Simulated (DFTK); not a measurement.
A run of DFTK 0.8.2:

The input run.jl:

```julia
using DFTK
using PseudoPotentialData
using Unitful, UnitfulAtomic
using LinearAlgebra, Printf
include("save.jl")
disable_threading()

lines     = readlines("Mo.xyz")
cell_ang  = reshape(parse.(Float64, split(match(r"Lattice=\"([^\"]+)\"", lines[2])[1])), 3, 3)
lattice   = austrip(1u"Å") * cell_ang
symbols   = [Symbol(split(l)[1]) for l in lines[3:end]]
positions = [round.(cell_ang \ parse.(Float64, split(l)[2:4]); digits=9) for l in lines[3:end]]
pseudopotentials = PseudoFamily("cp2k.nc.sr.pbe.v0_1.largecore.gth")
elements = Dict(s => ElementPsp(s, pseudopotentials) for s in unique(symbols))
atoms    = [elements[s] for s in symbols]

build_model(lattice, positions; symmetries=true) =
    model_DFT(lattice, atoms, positions;
              functionals=PBEsol(),
              temperature=austrip(0.05u"eV"),
              smearing=Smearing.FermiDirac(),
              symmetries)
Ecut  = 48.0  # hartree
kgrid = [9, 9, 9]
tol   = 1e-6
to_GPa = ustrip(uconvert(u"GPa", 1u"hartree/bohr^3"))

results["points"] = []
for scale in [0.94, 0.96, 0.98, 1.0, 1.02, 1.04, 1.06]
    println("\n=== scale = ", scale)
    model = build_model(cbrt(scale) * lattice, positions)
    basis = PlaneWaveBasis(model; Ecut, kgrid)
    t0 = time()
    scfres = self_consistent_field(basis;
                                   tol,
                                   nbandsalg=AdaptiveBands(model; n_bands_converge=12))
    seconds = time() - t0
    @printf "SCF: %d iterations, %.1f s\n" scfres.n_iter seconds
    forces = compute_forces_cart(scfres)
    stress = compute_stresses_cart(scfres)
    @printf "V = %.5f Å^3  F = %.8f Ha  max force = %.5f eV/Å  p = %.4f GPa\n" ustrip(auconvert(u"Å^3", model.unit_cell_volume)) scfres.energies.total ustrip(auconvert(u"eV/Å", maximum(norm, forces))) (-tr(stress) / 3 * to_GPa)
    push!(results["points"], save_scf!(scfres; forces, stress, d=Dict{String,Any}("seconds" => seconds, "n_matvec" => get(scfres, :n_matvec, 0))))
end

# third-order Birch-Murnaghan fit in x = V^(-2/3)
V = [0.94, 0.96, 0.98, 1.0, 1.02, 1.04, 1.06] * abs(det(lattice))
E = [p["total"] for p in results["points"]]
x = V .^ (-2 / 3)
c = [x .^ 0 x x .^ 2 x .^ 3] \ E
Δ = c[3]^2 - 3c[2] * c[4]
if Δ > 0
    x0 = (-c[3] + sqrt(Δ)) / 3c[4]
    B0 = 4 / 9 * x0^(7 / 2) * (2c[3] + 6c[4] * x0)
    @printf "V0 = %.4f Å^3  B0 = %.2f GPa\n" ustrip(auconvert(u"Å^3", x0^(-3 / 2))) B0 * to_GPa
end
```

The input Mo.xyz:

```xyz
1
Lattice="-1.5838089719 1.5838089719 1.5838089719 1.5838089719 -1.5838089719 1.5838089719 1.5838089719 1.5838089719 -1.5838089719" Properties=species:S:1:pos:R:3 pbc="T T T"
Mo     0.0000000000      0.0000000000      0.0000000000
```

Potentials or basis: cp2k.nc.sr.pbe.v0_1.largecore.gth (PBE, GTH).

Launch:

```console
$ julia --threads=1 run.jl  # save.jl only writes the numbers to a file and isn't shown; printed stress counts tension as positive; times include loading and compiling
```

Hardware: 1 thread of Intel(R) Xeon(R) 6975P-C (Granite Rapids) (shared host).

Question: Estimate the wall time of this run.

Answer: It took 3.4 min on 1 thread of Intel(R) Xeon(R) 6975P-C (Granite Rapids), on a shared host, peak memory 1.6 GiB. Counts: scf iterations 90, bands 12.
